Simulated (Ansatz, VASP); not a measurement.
# One calculation of GaP, two programs

```
Ga P
1.0
     0.00000    2.68842    2.68842
     2.68842    0.00000    2.68842
     2.68842    2.68842    0.00000
Ga P
1 1
Direct
  0.00000 0.00000 0.00000
  0.75000 0.75000 0.75000
```

Change from the starting cell: volume scaled by 0.96.

Alike in both runs: task single point; functional PBEsol; k mesh 12 × 12 × 12; occupations fermi-dirac, width 0.08 eV; no spin polarisation.

```csv
,VASP,Ansatz
version,VASP 6.6.1,Ansatz 0.2.0
potentials or method,"VASP PAW PBE potentials, release 64 (Ga_d, P), cutoff 520 eV","all-electron LAPW, scalar-relativistic"
```

Ansatz gave:

```
pressure (GPa) : 3.1
```

Which values does VASP return?

Pressure (GPa): 3.0.

Ansatz ran all-electron here, so the differences hold the error of VASP's frozen core and of both bases.

Caveats: the PAW data sets were made with another functional, which shifts forces and pressure a little (VASP). A k mesh can miss the band edges.
